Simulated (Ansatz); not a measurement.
# 2H-CrSTe monolayer in a perpendicular field

Wanted: the out-of-plane response of the 2H-CrSTe monolayer. A positive field points along +c.

Method: plane-wave DFT, PBE-D3(BJ), Ansatz PAW, in the first sound run; inputs show where later runs differ, in Ansatz 0.2.0.

## Step 1: Starting point

The cell holds 3 atoms: 1 Te, 1 Cr and 1 S. Its edges and angles: a = 3.365 Å, b = 3.365 Å, c = 37.174 Å, α = 90.0°, β = 90.0°, γ = 120.0°. Vacuum lies along c.

## Step 2: Relaxation

The starting cell is a guess, so the in-plane lattice and the atoms are relaxed first, with the slab cut off from its images along the normal.

input.yaml

```yaml
crystal:
  lattice:
    - [3.365, 0.0, 0.0]
    - [-1.6825, 2.9141754837, 0.0]
    - [0.0, 0.0, 37.1736110956]
  atoms:
    - { symbol: Te, position: [0.3333333333, 0.6666666667, 0.4586586962] }
    - { symbol: Cr, position: [0.0, 0.0, 0.507180115] }
    - { symbol: S, position: [0.3333333333, 0.6666666667, 0.5413413038] }
  periodic: [true, true, false]
kpoints:
  mp_grid: { grid: [12, 12, 1] }
hamiltonian:
  xc: pbe
  dispersion: d3bj
scf:
  occupations: { method: fermi_dirac, width: 0.05 }
  convergence: { dr2_threshold: 1.0e-09 }
relax:
  f_tol: 0.004
  max_steps: 90
  cell: {}
output:
  write_potential: true
  write_density: true
  volumetric_format: npy
```

Started as:

```console
$ ansatz run input.yaml --threads 4 --pin off --max-ram 6144MiB --backend cpu --events-out ev --progress --plain --runs-dir out
```

Numbers of over 12 decimals in the logs are rounded to 6 here.

The log of the run:

```text
Warning: relax.cell: scf.convergence.dr2_threshold = 1e-9 eV is looser than the 1.7552142292e-10 eV advised for a relaxation that steers and ends on the stress (1e-10 eV for each atom of the cell: 3, times the square of relax.cell.stress_2d_tol = 0.05 N/m over 13.1 Å (the atoms' height at the walk's start and 5 Å past either face), 3.824e-2 GPa, over a crystal's default 0.05). What an SCF threshold leaves in a stress goes as its square root, and in the free energy as the threshold itself, and one threshold admits the most on a small cell: [figures from the program's tests cut] Set scf.convergence.dr2_threshold to 1.7552142292e-10 eV or tighter. [rest of the remark cut]
Engine: ansatz 0.2.0, x86_64-unknown-linux-gnu
Pseudopotentials: kind: paw
Pseudopotential: Te, paw, valence charge 16, recommended cutoff 420 eV (normal), Te.paw.azcp
Pseudopotential: Cr, paw, valence charge 14, recommended cutoff 420 eV (normal), Cr.paw.azcp
Pseudopotential: S, paw, valence charge 6, recommended cutoff 420 eV (normal), S.paw.azcp
Functional definition: PBE
  parameter kappa = 0.804
  parameter beta = 0.066725
  exchange = pbe_x(kappa = kappa, mu = beta*pi^2/3)
  correlation = pbe_c(beta = beta)
Crystal: 3 atoms, lattice volume = 364.532 Å³
Basis set: ecut = 420 eV, 7193 PW (Γ), exchange–correlation on 48×48×500 points (8 copies of the dense FFT grid, shifted against one another)
Bands: 22, of which v1, the nominal top of the filled ones, is band 18 counted from 1 (17 counted from 0)
Symmetry: 6 space group operations
Space group: P3m1 (ITA 156), of the structure as read, at distance tolerance 7.1e-5 Å
k-points: 19 of 144 (time reversal used)
Non-local potential: Te, projectors of the file, l = 0: 2, l = 1: 2, l = 2: 2, l = 3: 2
Non-local potential: Cr, projectors of the file, l = 0: 3, l = 1: 2, l = 2: 3, l = 3: 1
Non-local potential: S, projectors of the file, l = 0: 2, l = 1: 2, l = 2: 2
PAW form: soft (Blöchl's): semilocal exchange-correlation on the pseudo side does not see the compensation charge
PAW one-centre angular grid: Te, 590 points (default); XC on 64 Gauss nodes
PAW one-centre angular grid: Cr, 590 points (default); XC on 64 Gauss nodes
PAW one-centre angular grid: S, 110 points (default); XC on 64 Gauss nodes
Initial density: superposition of atomic densities (neutral atoms: chi_scale 0, normalization atom), corrected by the library's trained network
Initial wavefunctions: pseudopotential atomic-orbital guess
Functional: x = pbe(κ = 0.804, μ = 0.219515), c = pbe(β = 0.066725)
SCF iter   1: F=—  HF=-11261.497083 eV  |F-HF|=—  |Δ(HF+E_count)|=         —  Δρ=2.12e-3  dr2=4.78e-2  ethr=1.77e-3  ⟨swp⟩=16.9  Hψ=3687  notcnv=0
preconditioner: auto → LDOS  [metal: Δε(μ)=0.072 eV  Ē_g=6.416 eV  σ=0.050 eV  W_gap=0.33  n_scr=20 (ndim 8)  ℏωp=8.3 eV  f_vac=0.805  D(μ)=1.80/eV (n_scr^D=10)  β→1.0]
SCF iter   2: F=—  HF=-11261.534555 eV  |F-HF|=—  |Δ(HF+E_count)|=   3.75e-2  Δρ=5.83e-3  dr2=5.39e-1  ethr=1.33e-4  ⟨swp⟩=4.3  Hψ=1093  notcnv=0
SCF iter   3: F=—  HF=-11261.500846 eV  |F-HF|=—  |Δ(HF+E_count)|=   3.37e-2  Δρ=2.08e-3  dr2=3.95e-2  ethr=1.33e-4  ⟨swp⟩=3.6  Hψ=770  notcnv=0
SCF iter   4: F=—  HF=-11261.497636 eV  |F-HF|=—  |Δ(HF+E_count)|=   3.21e-3  Δρ=2.46e-4  dr2=8.78e-4  ethr=1.10e-4  ⟨swp⟩=2.0  Hψ=618  notcnv=0
SCF iter   5: F=—  HF=-11261.497874 eV  |F-HF|=—  |Δ(HF+E_count)|=   2.38e-4  Δρ=1.45e-4  dr2=1.73e-4  ethr=2.44e-6  ⟨swp⟩=3.6  Hψ=881  notcnv=0
SCF iter   6: F=—  HF=-11261.497831 eV  |F-HF|=—  |Δ(HF+E_count)|=   4.31e-5  Δρ=6.62e-5  dr2=2.79e-5  ethr=4.80e-7  ⟨swp⟩=3.1  Hψ=734  notcnv=0
SCF iter   7: F=—  HF=-11261.497802 eV  |F-HF|=—  |Δ(HF+E_count)|=   2.87e-5  Δρ=2.19e-5  dr2=2.27e-6  ethr=7.74e-8  ⟨swp⟩=3.3  Hψ=853  notcnv=0
SCF iter   8: F=—  HF=-11261.497719 eV  |F-HF|=—  |Δ(HF+E_count)|=   8.37e-5  Δρ=5.13e-6  dr2=1.16e-7  ethr=6.31e-9  ⟨swp⟩=3.4  Hψ=781  notcnv=0
SCF iter   9: F=—  HF=-11261.497719 eV  |F-HF|=—  |Δ(HF+E_count)|=   2.23e-7  Δρ=2.10e-6  dr2=2.01e-8  ethr=3.23e-10  ⟨swp⟩=3.0  Hψ=857  notcnv=0
SCF iter  10: F=—  HF=-11261.497719 eV  |F-HF|=—  |Δ(HF+E_count)|=   1.59e-8  Δρ=6.91e-7  dr2=2.59e-9  ethr=5.59e-11  ⟨swp⟩=3.6  Hψ=980  notcnv=0
SCF iter  11: F=-11261.497719 eV  HF=-11261.497719 eV  |F-HF|=4.58e-9  |Δ(HF+E_count)|=   1.54e-8  Δρ=1.93e-7  dr2=1.87e-10  ethr=2.78e-12  ⟨swp⟩=12.0  Hψ=3174  notcnv=0
SCF 1 converged in 11 iterations: F = -11261.497719 eV  dr2 = 1.87e-10
  greatest PAW one-centre occupation: 1.000 electrons in one spin orbital (limit 2), on the Cr atom at site 1 (counted from 0), in its partial waves of l = 0
relax step   1: F+E_penalty+E_count = -11261.49771902 eV  Δ(F+E_penalty+E_count) = +0.000e0 eV  max|allowed force component| = 3.756e-1 eV/Å  Δτ_max = 0.0000 Å  P = -3.497 N/m  Ω = 364.532 Å³  fix = [c, alpha, beta]  reactions: c -0.000 N/m  (11 SCF iters, accepted)
Crystal: 3 atoms, lattice volume = 342.030 Å³
Basis set: ecut = 420 eV, 6809 PW (Γ), exchange–correlation on 48×48×500 points (8 copies of the dense FFT grid, shifted against one another)
Initial density: handed on by an earlier stage of this run
Initial wavefunctions: those handed on with the density
iter 1 solved again at ethr=2.61e-4 eV; its pass at ethr=3.10e-3 eV (dr2=9.40e-2 eV) is discarded
SCF iter   1: F=—  HF=-11261.613123 eV  |F-HF|=—  |Δ(HF+E_count)|=         —  Δρ=4.52e-3  dr2=9.53e-2  ethr=2.61e-4  ⟨swp⟩=2.8  Hψ=3761  notcnv=0
preconditioner: auto → LDOS  [insulator: Δε(μ)=0.321 eV  Ē_g=6.647 eV  σ=0.050 eV  W_gap=0.92  n_scr=22 (ndim 8)  ℏωp=8.5 eV  f_vac=0.801  D(μ)=0.09/eV (n_scr^D=2)  ε∞_Penn≈2.6  β→1.0]
SCF iter   2: F=—  HF=-11261.657988 eV  |F-HF|=—  |Δ(HF+E_count)|=   4.49e-2  Δρ=1.12e-2  dr2=5.49e-1  ethr=2.61e-4  ⟨swp⟩=3.3  Hψ=902  notcnv=0  recentre
SCF iter   3: F=—  HF=-11261.605111 eV  |F-HF|=—  |Δ(HF+E_count)|=   5.29e-2  Δρ=3.28e-3  dr2=5.41e-2  ethr=2.61e-4  ⟨swp⟩=3.7  Hψ=1162  notcnv=0
SCF iter   4: F=—  HF=-11261.600809 eV  |F-HF|=—  |Δ(HF+E_count)|=   4.30e-3  Δρ=5.08e-4  dr2=2.08e-3  ethr=1.50e-4  ⟨swp⟩=2.3  Hψ=600  notcnv=0
SCF iter   5: F=—  HF=-11261.600788 eV  |F-HF|=—  |Δ(HF+E_count)|=   2.10e-5  Δρ=2.43e-4  dr2=2.28e-4  ethr=5.78e-6  ⟨swp⟩=3.3  Hψ=827  notcnv=0
SCF iter   6: F=—  HF=-11261.600820 eV  |F-HF|=—  |Δ(HF+E_count)|=   3.21e-5  Δρ=6.93e-5  dr2=1.51e-5  ethr=6.33e-7  ⟨swp⟩=2.7  Hψ=703  notcnv=0
SCF iter   7: F=—  HF=-11261.600795 eV  |F-HF|=—  |Δ(HF+E_count)|=   2.51e-5  Δρ=1.32e-5  dr2=4.00e-7  ethr=4.19e-8  ⟨swp⟩=3.5  Hψ=985  notcnv=0
SCF iter   8: F=—  HF=-11261.600718 eV  |F-HF|=—  |Δ(HF+E_count)|=   7.76e-5  Δρ=9.15e-6  dr2=3.87e-7  ethr=1.11e-9  ⟨swp⟩=3.5  Hψ=960  notcnv=0
[...]
SCF iter   1: F=—  HF=-11261.602463 eV  |F-HF|=—  |Δ(HF+E_count)|=         —  Δρ=7.43e-4  dr2=4.28e-3  ethr=1.11e-5  ⟨swp⟩=3.1  Hψ=3628  notcnv=0
preconditioner: auto → Resta (q_TF=auto, 1.881 Å⁻¹)  ε∞=2.6  [insulator: Δε(μ)=0.408 eV  Ē_g=6.699 eV  σ=0.050 eV  W_gap=0.97  n_scr=22 (ndim 8)  ℏωp=8.6 eV  f_vac=0.802  D(μ)=0.05/eV (n_scr^D=0)  ε∞_Penn≈2.6  vacuum switching on, ρ_ref=3.3e-3 e/Å³]
SCF iter   2: F=—  HF=-11261.601952 eV  |F-HF|=—  |Δ(HF+E_count)|=   5.11e-4  Δρ=1.07e-3  dr2=5.23e-3  ethr=1.11e-5  ⟨swp⟩=2.2  Hψ=574  notcnv=0
SCF iter   3: F=—  HF=-11261.602311 eV  |F-HF|=—  |Δ(HF+E_count)|=   3.59e-4  Δρ=1.36e-3  dr2=1.04e-2  ethr=1.11e-5  ⟨swp⟩=2.8  Hψ=789  notcnv=0
SCF iter   4: F=—  HF=-11261.601563 eV  |F-HF|=—  |Δ(HF+E_count)|=   7.48e-4  Δρ=1.46e-4  dr2=9.46e-5  ethr=1.11e-5  ⟨swp⟩=2.2  Hψ=560  notcnv=0
SCF iter   5: F=—  HF=-11261.601556 eV  |F-HF|=—  |Δ(HF+E_count)|=   7.18e-6  Δρ=9.79e-5  dr2=5.02e-5  ethr=2.63e-7  ⟨swp⟩=3.7  Hψ=866  notcnv=0
SCF iter   6: F=—  HF=-11261.601550 eV  |F-HF|=—  |Δ(HF+E_count)|=   6.27e-6  Δρ=5.54e-5  dr2=1.44e-5  ethr=1.39e-7  ⟨swp⟩=2.1  Hψ=607  notcnv=0
SCF iter   7: F=—  HF=-11261.601548 eV  |F-HF|=—  |Δ(HF+E_count)|=   1.22e-6  Δρ=1.83e-5  dr2=1.50e-6  ethr=3.99e-8  ⟨swp⟩=2.0  Hψ=598  notcnv=0
SCF iter   8: F=—  HF=-11261.601457 eV  |F-HF|=—  |Δ(HF+E_count)|=   9.18e-5  Δρ=2.65e-6  dr2=1.79e-8  ethr=4.18e-9  ⟨swp⟩=2.9  Hψ=868  notcnv=0
SCF iter   9: F=—  HF=-11261.601457 eV  |F-HF|=—  |Δ(HF+E_count)|=   1.38e-8  Δρ=1.08e-6  dr2=4.61e-9  ethr=4.96e-11  ⟨swp⟩=3.8  Hψ=1051  notcnv=0
SCF iter  10: F=-11261.601457 eV  HF=-11261.601457 eV  |F-HF|=4.82e-10  |Δ(HF+E_count)|=   1.59e-9  Δρ=2.87e-7  dr2=5.36e-10  ethr=2.78e-12  ⟨swp⟩=10.3  Hψ=3431  notcnv=0
SCF 3 converged in 10 iterations: F = -11261.601457 eV  dr2 = 5.36e-10
relax step   3: F+E_penalty+E_count = -11261.60145660 eV  Δ(F+E_penalty+E_count) = -7.387e-4 eV  max|allowed force component| = 3.296e-1 eV/Å  Δτ_max = 0.0141 Å  P = +0.488 N/m  Ω = 335.661 Å³  energy of the carried Pulay correction = +9.387e-4 eV  fix = [c, alpha, beta]  reactions: c +0.000 N/m  (10 SCF iters, accepted)
[...]
relax step   4: F+E_penalty+E_count = -11261.60526494 eV  Δ(F+E_penalty+E_count) = -3.808e-3 eV  max|allowed force component| = 3.331e-2 eV/Å  Δτ_max = 0.0124 Å  P = -0.067 N/m  Ω = 337.253 Å³  energy of the carried Pulay correction = +8.849e-4 eV  fix = [c, alpha, beta]  reactions: c -0.000 N/m  (9 SCF iters, accepted)
[...]
relax step   5: F+E_penalty+E_count = -11261.60521947 eV  Δ(F+E_penalty+E_count) = +4.547e-5 eV  max|allowed force component| = 5.133e-2 eV/Å  Δτ_max = 0.0040 Å  P = +0.054 N/m  Ω = 337.087 Å³  energy of the carried Pulay correction = +8.905e-4 eV  fix = [c, alpha, beta]  (8 SCF iters, rejected (line search))
[...]
relax step   6: F+E_penalty+E_count = -11261.60531626 eV  Δ(F+E_penalty+E_count) = -5.132e-5 eV  max|allowed force component| = 2.720e-4 eV/Å  Δτ_max = 0.0014 Å  P = +0.001 N/m  Ω = 337.080 Å³  energy of the carried Pulay correction = +8.907e-4 eV  fix = [c, alpha, beta]  reactions: c +0.000 N/m  (7 SCF iters, accepted)
Initial wavefunctions: pseudopotential atomic-orbital guess (no wavefunctions were taken with the density)
iter 1 solved again at ethr=2.99e-7 eV; its pass at ethr=3.10e-3 eV (dr2=1.08e-4 eV) is discarded
SCF iter   1: F=—  HF=-11261.604557 eV  |F-HF|=—  |Δ(HF+E_count)|=         —  Δρ=2.88e-5  dr2=3.44e-7  ethr=2.99e-7  ⟨swp⟩=6.1  Hψ=5440  notcnv=0
preconditioner: auto → LDOS  [insulator: Δε(μ)=0.356 eV  Ē_g=6.659 eV  σ=0.050 eV  W_gap=0.94  n_scr=22 (ndim 8)  ℏωp=8.6 eV  f_vac=0.802  D(μ)=0.08/eV (n_scr^D=2)  ε∞_Penn≈2.7  β→1.0]
SCF iter   2: F=—  HF=-11261.604466 eV  |F-HF|=—  |Δ(HF+E_count)|=   9.10e-5  Δρ=3.86e-5  dr2=6.14e-6  ethr=9.57e-10  ⟨swp⟩=4.2  Hψ=1118  notcnv=0
SCF iter   3: F=—  HF=-11261.604466 eV  |F-HF|=—  |Δ(HF+E_count)|=   5.54e-7  Δρ=3.84e-5  dr2=7.77e-6  ethr=9.57e-10  ⟨swp⟩=3.5  Hψ=905  notcnv=0
SCF iter   4: F=—  HF=-11261.604466 eV  |F-HF|=—  |Δ(HF+E_count)|=   1.46e-7  Δρ=7.34e-6  dr2=2.46e-7  ethr=9.57e-10  ⟨swp⟩=3.9  Hψ=1049  notcnv=0
SCF iter   5: F=—  HF=-11261.604466 eV  |F-HF|=—  |Δ(HF+E_count)|=   3.62e-8  Δρ=9.78e-7  dr2=9.13e-9  ethr=6.82e-10  ⟨swp⟩=2.4  Hψ=526  notcnv=0
SCF iter   6: F=-11261.604466 eV  HF=-11261.604466 eV  |F-HF|=1.05e-8  |Δ(HF+E_count)|=   1.15e-8  Δρ=3.15e-7  dr2=4.43e-10  ethr=2.78e-12  ⟨swp⟩=14.7  Hψ=4373  notcnv=0
SCF 7 converged in 6 iterations: F = -11261.604466 eV  dr2 = 4.43e-10
relax step   7: F+E_penalty+E_count = -11261.60446564 eV  Δ(F+E_penalty+E_count) = +8.506e-4 eV  max|allowed force component| = 2.356e-4 eV/Å  Δτ_max = 0.0000 Å  P = +0.002 N/m  Ω = 337.080 Å³  fix = [c, alpha, beta]  reactions: c +0.000 N/m  stress off target by 1.88e-3 N/m on what of the cell is left free  SCF on the basis re-selected at this cell (its energy is not comparable with the rows above)  (6 SCF iters)
basis re-selected at this cell: Δ(F+E_penalty+E_count) = +8.506e-4 eV, ΔP = +0.001 N/m vs the last step (what re-selecting the basis moved, of the pressure what is left beyond the Pulay correction that the steps carried, after the strain that the cell walked since its last selection, with what the two solves' SCF thresholds leave and, on support functions, any second-order correction that the steps lacked; it is no m [...]
SCF converged after 6 iterations
Free energy (F): -11261.604466 eV
Harris-Foulkes:  -11261.604466 eV  (|F-HF|=1.05e-8)
Internal energy: -11261.603400 eV  (E = F + TS)
E sigma→0 (E₀):  -11261.603933 eV
Entropy (-TS):   -0.001066 eV (-0.355 meV/atom)
Fermi energy:    -4.776377 eV
--- Per-component energies (eV) ---
  E_band       = -1043.029084
  E_kinetic    = 633.140836
  E_local      = -103582.010092  (includes V_loc(G=0)·N_el)
  E_nonlocal   = -202.387476
  E_hartree    = 51552.196244
  E_xc         = -361.980770
  E_vxc        = -370.994047  (∫ρ·V_xc dr)
  E_paw        = -6458.200335  (= ΣΔE_a)
  E_vpaw       = -625.168642  (= ΣTr[D̂ρ^β])
  E_aug_tail   = 0.000179  (compensation charges beyond the density's cutoff)
  E_ewald      = 47158.585730
  E_disp       = -0.947717  (pairwise vdW)
  E_smearing   = -0.001066  (= −TS)
  E_closure    = 0.000000  (closes the sum)
  Σ components = -11261.604466   (vs F -11261.604466, Δ=0.00e0)
--- Forces (eV/Å), atoms counted from 1 ---
  atom   1  Te    -0.00000000     0.00000000    -0.00000383
  atom   2  Cr     0.00000000    -0.00000000    -0.00023451
  atom   3  S      0.00000000     0.00000000     0.00023419
  max |Σ_I F_I| component: 4.15e-6 eV/Å
--- 2D stress c σ (N/m, compression-positive) ---
        0.001876       0.000000       0.000000
        0.000000       0.001876       0.000000
        0.000000       0.000000       0.000000
  P = ½ c Tr σ = 0.0019 N/m
--- Band table (eV; the first three rows and the last of 19) ---
  k-point 0: bands = [... 14 lower, -7.3140, -5.8534, -5.8534, -4.9609, -2.6586, -2.6586, -1.5270, -1.2554]
  k-point 1: bands = [... 14 lower, -7.2974, -5.9935, -5.9142, -4.9846, -2.8833, -2.6868, -2.0634, -1.4751]
  k-point 2: bands = [... 14 lower, -7.2820, -6.4852, -6.0258, -5.1467, -3.4459, -3.1343, -2.8804, -1.8459]
  k-point 18: bands = [... 14 lower, -8.6407, -8.4649, -6.7203, -5.4098, -4.6054, -3.7600, -3.4160, -2.0360]
  the weakly bound empty levels are not read free of the cell's end (no_gap_told)
--- Relaxed structure (6 steps of the walk, 5 accepted, 1 SCFs on fresh bases) ---
  F+E_penalty+E_count = -11261.60446564 eV   max|allowed force component| = 2.356e-4 eV/Å   (the final SCF, on the basis selected at the relaxed cell)
  cell:  # Å, volume = 337.0804 Å³
    - [3.235818, 0.0, 0]
    - [-1.617909, 2.802301, 0]
    - [0, 0, 37.1736110956]
  atoms:
    - { symbol: Te, position: [0.333333, 0.666667, 0.457525] }
    - { symbol: Cr, position: [-5.472566620929207e-19, -3.700743415524895e-17, 0.506511] }
    - { symbol: S, position: [0.333333, 0.666667, 0.543144] }
```

Run time: 24 s. Hardware: 4 threads of Intel Xeon Platinum 8488C (Sapphire Rapids), shared host; peak memory 0.76 GiB.

This run has no spin polarisation, although Cr can carry a moment.

The steps of the relaxation:

| step | energy less that of the first step (eV) | largest force component (eV/Å) | volume (Å³) |
| --- | --- | --- | --- |
| 1 | 0.0000 | 0.3756 | 364.53 |
| 2 | -0.1030 | 0.1150 | 342.03 |
| 3 | -0.1037 | 0.3296 | 335.66 |
| 4 | -0.1075 | 0.0333 | 337.25 |
| 5 | -0.1075 | 0.0513 | 337.09 |
| 6 | -0.1076 | 0.0003 | 337.08 |
| 7* | -0.1067 | 0.0002 | 337.08 |

Relaxation steps marked * repeat the geometry before them on a plane-wave basis chosen anew for their cell, so energy and pressure can jump there. Relaxation step 5 was tried and not accepted.

Forces are held to the 6 operations that the run works with; a distortion that breaks them can't arise in this run.

| cell as run | before | after | change |
| --- | --- | --- | --- |
| a (Å) | 3.365 | 3.236 | -3.8 % |
| b (Å) | 3.365 | 3.236 | -3.8 % |

The atoms that moved most (Å, along periodic axes as changes of fractional coordinates times the final cell, across vacuum about the mean position):

| atom | dx | dy | dz | length |
| --- | --- | --- | --- | --- |
| S3 | 0.000 | 0.000 | 0.067 | 0.067 |
| Te1 | 0.000 | 0.000 | -0.042 | 0.042 |
| Cr2 | 0.000 | 0.000 | -0.025 | 0.025 |

Final coordinates:

```
Te Cr S
1.0
     3.23582    0.00000    0.00000
    -1.61791    2.80230    0.00000
     0.00000    0.00000   37.17361
Te Cr S
1 1 1
Cartesian
  0.0000 1.8682 17.0079
  0.0000 0.0000 18.8288
  0.0000 1.8682 20.1906
```

This step gave:

```yaml
energy_at_zero_smearing: -11261.6039 eV
```

The lattice constant a goes from 3.365 to 3.236 Å.

(Continued in part 2 of 4.)

[Logs are printed without paths, hosts, clocks, repeated set-up lines and the standing remarks that a program may print on its own settings, such as how far it seeks lower states.]

[Hosts, paths, dates, database ids (printed as entryN), source tags and the programs' standing remarks are cut or masked in the printed files.]

[Maps of the electrostatic potential energy from Ansatz leave out the sawtooth potential of an applied field or a dipole correction, so their vacuum need not be flat; planar profiles and work functions include it.]
